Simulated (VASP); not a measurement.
# P (P2/m) in VASP: notebook

One crystal, P, is run at these levels: PBE; tasks: single point.

Program: VASP 6.6.1. These are calculated values, not measurements. Logs are shortened: lines on timing, memory, paths and dates and some standing lists are left out, and cuts for length are marked.

### Step 1. Starting point

The structure is monoclinic, space group P2/m (No. 10). The conventional cell has a = 2.425 Å, b = 2.439 Å, c = 4.852 Å, α = 90.00°, β = 90.24°, γ = 90.00°. P (site symmetry m) has 6 P at 2.42 to 2.44 Å as nearest neighbours.

This isn't the form of P at room conditions, which is orthorhombic.

### Step 2. Single point, PBE

INCAR reads:

```
PREC = Accurate
ENCUT = 460
EDIFF = 1E-4
ISMEAR = 0
SIGMA = 0.1
LREAL = False
LASPH = True
NELM = 100
ALGO = Normal
ISIF = 2
LWAVE = False
LCHARG = False
GGA = PE
ADDGRID = False
```

KPOINTS reads:

```
regular mesh
0
Gamma
  14 14 7
```

POSCAR reads:

```
P
1.0
    2.4246941115      0.0000000000      0.0000000000
    0.0000000000      2.4385351442      0.0000000000
   -0.0203144631      0.0000000000      4.8524328982
P
2
Direct
   -0.0009640000     -0.0137570000      0.7520410000
    1.0088450000      0.0001830000      0.2407300000
```

Potentials or basis: VASP PAW PBE potentials, release 64 (P).

Started as:

```
$ cat potpaw_PBE.64/P/POTCAR > POTCAR
$ mpirun -np 1 vasp_std > vasp.out
```

OUTCAR:

```text
PREC = Accurate
   ENCUT = 460
   EDIFF = 1E-4
   ISMEAR = 0
   LREAL = False
   LASPH = True
   NELM = 100
   ISIF = 2
   GGA = PE

 Found    688 irreducible k-points:

 Following reciprocal coordinates:
            Coordinates               Weight
  0.000000  0.000000  0.000000      1.000000
  0.071429  0.000000  0.000000      2.000000
  0.142857  0.000000  0.000000      2.000000
  0.214286  0.000000  0.000000      2.000000
  0.285714  0.000000  0.000000      2.000000
  0.357143  0.000000  0.000000      2.000000
   k-points           NKPTS =    688   k-points in BZ     NKDIM =    688   number of bands    NBANDS=      9
   number of dos      NEDOS =    301   number of ions     NIONS =      2
   total plane-waves  NPLWV =  11664
   dimension x,y,z NGX =    18 NGY =   18 NGZ =   36
   dimension x,y,z NGXF=    36 NGYF=   36 NGZF=   72
   ions per type =               2
   NGX,Y,Z   is equivalent  to a cutoff of  12.34, 12.27, 12.33 a.u.
   NGXF,Y,Z  is equivalent  to a cutoff of  24.68, 24.54, 24.67 a.u.
 SYSTEM =  unknown system
   PREC   = accura    normal or accurate (medium, high low for compatibility)
   ISTART =      0    job   : 0-new  1-cont  2-samecut
   ICHARG =      2    charge: 1-file 2-atom 10-const
   ISPIN  =      1    spin polarized calculation?
   LNONCOLLINEAR =      F non collinear calculations
   LSORBIT =      F    spin-orbit coupling
   LASPH  =      T    aspherical Exc in radial PAW
   ENCUT  =  460.0 eV  33.81 Ry    5.81 a.u.   4.24  4.26  8.49*2*pi/ulx,y,z
   NELM   =    100;   NELMIN=  2; NELMDL= -5     # of ELM steps
   EDIFF  = 0.1E-03   stopping-criterion for ELM
   LREAL  =      F    real-space projection
   EDIFFG = 0.1E-02   stopping-criterion for IOM
   NSW    =      0    number of steps for IOM
   IBRION =     -1    ionic relax: 0-MD 1-quasi-New 2-CG
   NFREE  =      0    steps in history (QN), initial steepest desc. (CG)
   ISIF   =      2    stress and relaxation
   ISYM   =      2    0-nonsym 1-usesym 2-fastsym
   POTIM  = 0.5000    time-step for ionic-motion
   TEBEG  =    0.0;   TEEND  =   0.0 temperature during run
   PSTRESS=    0.0 pullay stress
   NELECT =      10.0000    total number of electrons
   NUPDOWN=      -1.0000    fix difference up-down
   EMIN   =  10.00;   EMAX   =-10.00  energy-range for DOS
   EFERMI =   0.00;   METHOD = LEGACY
   ISMEAR =     0;   SIGMA  =   0.10  broadening in eV -4-tet -1-fermi 0-gaus
   EFERMI_NEDOS =   21; number of points for ismear=-14 and -15
   IALGO  =     38    algorithm
   IMIX   =      4    mixing-type and parameters
     AMIX     =   0.40;   BMIX     =  1.00
     AMIX_MAG =   1.60;   BMIX_MAG =  1.00
  volume/ion in A,a.u.               =      14.35        96.81
  Fermi-wavevector in a.u.,A,eV,Ry     =   1.152107  2.177167 18.059715  1.327352
  Thomas-Fermi vector in A             =   2.288761
   LORBIT       =      0    0 simple, 1 ext, 2 COOP (PROOUT), +10 PAW based schemes
   GGA     = PE    functional components
   LHFCALC =     F    Hartree Fock is set to
   AEXX    =    0.0000 exact exchange contribution
   IVDW    =     0    specifies the selected vdW correction
   LEPSILON=     F    determine dielectric tensor
   LRPA    =     F    only Hartree local field effects (RPA)
 non-spin polarized calculation
 Gauss-broadening in eV      SIGMA  =   0.10
  energy-cutoff  :      460.00
  volume of cell :       28.69
 maximum number of plane-waves:       656
 NGX is ok and might be reduce to    18
   NGX =  9   NGY =  9   NGZ = 17

 number of electron      10.0000000 magnetization

 Free energy of the ion-electron system (eV)
  ---------------------------------------------------
  ext. energy  EPLUGINS =         0.00000000
  ---------------------------------------------------
  free energy    TOTEN  =       -10.54115908 eV

  energy without entropy =      -10.53782573  energy(sigma->0) =      -10.53949240

 E-fermi :   9.8506     XC(G=0): -11.3416

 val. band max:        9.8478574809   @ k =   0.0714   0.2857   0.4286
 cond. band min:       9.8530623794   @ k =   0.0714   0.2143   0.4286
 fundamental gap:      0.0052048986
 Fermi energy:         9.8505855889

 k-point     1 :       0.0000    0.0000    0.0000
  band No.  band energies     occupation
      1      -6.8094      2.00000
      2      -2.3633      2.00000
      3       1.0680      2.00000
      4      14.7970      0.00000
      5      15.0224      0.00000
      6      15.0485      0.00000
      7      16.5888      0.00000
      8      16.6597      0.00000
      9      17.7717      0.00000

 k-point     2 :       0.0714    0.0000    0.0000
  band No.  band energies     occupation
      1      -6.6909      2.00000
      2      -2.2442      2.00000
      3       1.1754      2.00000
      4      13.0383      0.00000
      5      14.8906      0.00000
      6      15.1250      0.00000
      7      16.1925      0.00000
      8      16.6965      0.00000
      9      17.8190      0.00000

 k-point     3 :       0.1429    0.0000    0.0000
  band No.  band energies     occupation
      1      -6.3370      2.00000
      2      -1.8881      2.00000
      3       1.4942      2.00000
      4      10.4464      0.00000
      5      13.8468      0.00000
      6      15.1693      0.00000
      7      15.4062      0.00000
      8      16.9719      0.00000
      9      18.0771      0.00000

 k-point     4 :       0.2143    0.0000    0.0000
  band No.  band energies     occupation
      1      -5.7539      2.00000
      2      -1.2990      2.00000
      3       2.0121      2.00000
      4       7.9465      2.00000
      5      11.5271      0.00000
      6      15.6176      0.00000
      7      15.8486      0.00000
      8      17.1092      0.00000
      9      17.4391      0.00000

 k-point     5 :       0.2857    0.0000    0.0000
  band No.  band energies     occupation
      1      -4.9558      2.00000
      2      -0.4853      2.00000
      3       2.7000      2.00000
      4       5.6254      2.00000
      5       9.3211      2.00000
      6      14.7712      0.00000
      7      16.2070      0.00000
      8      16.4482      0.00000
      9      17.9729      0.00000

 k-point     6 :       0.3571    0.0000    0.0000
  band No.  band energies     occupation
      1      -3.9793      2.00000
      2       0.5335      2.00000
      3       3.4500      2.00000
      4       3.5886      2.00000
      5       7.2884      2.00000
      6      12.7865      0.00000
      7      16.8702      0.00000
      8      17.1078      0.00000
      9      18.5606      0.00000

 [... further k-points ...]

------------------------ aborting loop because EDIFF is reached ----------------------------------------

  FORCE on cell =-STRESS in cart. coord.  units (eV):
  Direction    XX          YY          ZZ          XY          YZ          ZX
  --------------------------------------------------------------------------------------
  -------------------------------------------------------------------------------------
  Total        0.5603299      0.3456189      0.5326606     -0.0186790     -0.0132267      0.0119191
  in kB       31.2902366     19.3002343     29.7451126     -1.0430809     -0.7386120      0.6655906
  external PRESSURE =      26.7785278 kB  Pullay stress =       0.0000000 kB

 VOLUME and BASIS-vectors are now :
 -----------------------------------------------------------------------------
  energy-cutoff  :      460.00
  volume of cell :       28.69
      direct lattice vectors                 reciprocal lattice vectors
     2.424694112  0.000000000  0.000000000     0.412423157  0.000000000  0.001726589
     0.000000000  2.438535144  0.000000000     0.000000000  0.410082259  0.000000000
    -0.020314463  0.000000000  4.852432898     0.000000000  0.000000000  0.206082190

 POSITION                                       TOTAL-FORCE (eV/Angst)
 -----------------------------------------------------------------------------------
      2.40708      2.40499      3.64923         0.037412      0.054912     -0.010899
      0.01656      0.00045      1.16813        -0.037412     -0.054912      0.010899
 -----------------------------------------------------------------------------------
    total drift:                               -0.000001      0.000000     -0.000001

  FREE ENERGIE OF THE ION-ELECTRON SYSTEM (eV)
  ---------------------------------------------------
  free  energy   TOTEN  =       -10.5411590779 eV

  energy  without entropy=      -10.5378257318  energy(sigma->0) =      -10.53949240
```

It took 1.7 min on 1 thread of Intel Xeon Platinum 8259CL at 2.50GHz (Skylake/Cascade Lake), shared host; peak memory 0.22 GiB.

The run converged, but some of its settings lie outside the range that counts as converged, so its numbers aren't taken as properties of the crystal.

Results:

```yaml
Free_energy: -10.5412 eV
Pressure: 2.7 GPa
Largest_force: 0.067 eV/Å
Band_gap_on_the_k_mesh: none (metal or under the smearing width)
```

### Step 3. Single point, PBE

INCAR: that of step 2 with these lines changed.

```diff
@@ -2,3 +2,3 @@
 ENCUT = 460
-EDIFF = 1E-4
+EDIFF = 1E-5
 ISMEAR = 0
```

KPOINTS is that of step 2.

POSCAR reads:

```
P
1.0
    2.4246941115      0.0000000000      0.0000000000
    0.0000000000      2.4385351442      0.0000000000
   -0.0203144631      0.0000000000      4.8524328982
P
2
Direct
    0.0000000300      0.0000000000      0.7494253600
    0.9999999700      0.0000000000      0.2505746400
```

Potentials or basis: VASP PAW PBE potentials, release 64 (P).

Started as:

```
$ cat potpaw_PBE.64/P/POTCAR > POTCAR
$ mpirun -np 1 vasp_std > vasp.out
```

OUTCAR:

```text
PREC = Accurate
   ENCUT = 460
   EDIFF = 1E-5
   ISMEAR = 0
   LREAL = False
   LASPH = True
   NELM = 100
   ISIF = 2
   GGA = PE

 Found    400 irreducible k-points:

 Following reciprocal coordinates:
            Coordinates               Weight
  0.000000  0.000000  0.000000      1.000000
  0.071429  0.000000  0.000000      2.000000
  0.142857  0.000000  0.000000      2.000000
  0.214286  0.000000  0.000000      2.000000
  0.285714  0.000000  0.000000      2.000000
  0.357143  0.000000  0.000000      2.000000
   k-points           NKPTS =    400   k-points in BZ     NKDIM =    400   number of bands    NBANDS=      9
   number of dos      NEDOS =    301   number of ions     NIONS =      2
   total plane-waves  NPLWV =  11664
   dimension x,y,z NGX =    18 NGY =   18 NGZ =   36
   dimension x,y,z NGXF=    36 NGYF=   36 NGZF=   72
   ions per type =               2
   NGX,Y,Z   is equivalent  to a cutoff of  12.34, 12.27, 12.33 a.u.
   NGXF,Y,Z  is equivalent  to a cutoff of  24.68, 24.54, 24.67 a.u.
 SYSTEM =  unknown system
   PREC   = accura    normal or accurate (medium, high low for compatibility)
   ISTART =      0    job   : 0-new  1-cont  2-samecut
   ICHARG =      2    charge: 1-file 2-atom 10-const
   ISPIN  =      1    spin polarized calculation?
   LNONCOLLINEAR =      F non collinear calculations
   LSORBIT =      F    spin-orbit coupling
[... 67 lines left out ...]
      4      14.8087      0.00000
      5      15.0167      0.00000
      6      15.0579      0.00000
      7      16.6089      0.00000
      8      16.6757      0.00000
      9      17.8715      0.00000
[... 49 lines left out ...]
 k-point     6 :       0.3571    0.0000    0.0000
  band No.  band energies     occupation
      1      -3.9626      2.00000
      2       0.5309      2.00000
      3       3.4858      2.00000
      4       3.5588      2.00000
      5       7.2856      2.00000
      6      12.7861      0.00000
      7      16.8822      0.00000
      8      17.0929      0.00000
      9      18.5782      0.00000

 [... further k-points ...]

------------------------ aborting loop because EDIFF is reached ----------------------------------------

  FORCE on cell =-STRESS in cart. coord.  units (eV):
  Direction    XX          YY          ZZ          XY          YZ          ZX
  --------------------------------------------------------------------------------------
  -------------------------------------------------------------------------------------
  Total        0.4693587      0.3695552      0.4574082      0.0000000      0.0000000      0.0128406
  in kB       26.2101755     20.6368968     25.5428294      0.0000000      0.0000000      0.7170515
  external PRESSURE =      24.1299672 kB  Pullay stress =       0.0000000 kB

 VOLUME and BASIS-vectors are now :
 -----------------------------------------------------------------------------
  energy-cutoff  :      460.00
  volume of cell :       28.69
      direct lattice vectors                 reciprocal lattice vectors
     2.424694112  0.000000000  0.000000000     0.412423157  0.000000000  0.001726589
     0.000000000  2.438535144  0.000000000     0.000000000  0.410082259  0.000000000
    -0.020314463  0.000000000  4.852432898     0.000000000  0.000000000  0.206082190

 POSITION                                       TOTAL-FORCE (eV/Angst)
 -----------------------------------------------------------------------------------
     -0.01522      0.00000      3.63654         0.000289      0.000000     -0.004994
      2.41960      0.00000      1.21590        -0.000289      0.000000      0.004994
 -----------------------------------------------------------------------------------
    total drift:                               -0.000000      0.000000     -0.000000

  FREE ENERGIE OF THE ION-ELECTRON SYSTEM (eV)
  ---------------------------------------------------
  free  energy   TOTEN  =       -10.5420667719 eV

  energy  without entropy=      -10.5376992266  energy(sigma->0) =      -10.53988300
```

stdout:

```text
POSCAR found type information on POSCAR P
 POSCAR found :  1 types and       2 ions
 scaLAPACK will be used
 LDA part: xc-table for (Slater+PW92), standard interpolation
 POSCAR, INCAR and KPOINTS ok, starting setup
 FFT: planning ... GRIDC
 FFT: planning ... GRID_SOFT
 FFT: planning ... GRID
 WAVECAR not read
 entering main loop
```

It took 82 s on 1 thread of Intel Xeon Platinum 8259CL at 2.50GHz (Skylake/Cascade Lake), shared host; peak memory 0.18 GiB.

The run converged, but some of its settings lie outside the range that counts as converged, so its numbers aren't taken as properties of the crystal.

Results:

- Free energy: -10.5421 eV
- Pressure: 2.4 GPa
- Largest force: 0.005 eV/Å
- Band gap on the k mesh: none (metal or under the smearing width)

### Step 4. Single point, PBE

INCAR is that of step 3.

KPOINTS is that of step 3.

POSCAR reads:

```
P
1.0
    2.4246941115      0.0000000000      0.0000000000
    0.0000000000      2.4385351442      0.0000000000
   -0.0203144631      0.0000000000      4.8524328982
P
2
Direct
   -0.0009640000     -0.0137570000      0.7520410000
    1.0088450000      0.0001830000      0.2407300000
```

Started as:

```
$ cat potpaw_PBE.64/P/POTCAR > POTCAR
$ mpirun -np 1 vasp_std > vasp.out
```

It took 84 s on 1 thread of Intel Xeon Platinum 8259CL at 2.50GHz (Skylake/Cascade Lake), shared host; peak memory 0.23 GiB.

These settings aren't checked as converged: the numbers below hold their error.

What came out:

```
Free energy            : -10.5412 eV
Pressure               : 2.7 GPa
Largest force          : 0.067 eV/Å
Band gap on the k mesh : none (metal or under the smearing width)
```

(Continued in part 2 of 2.)
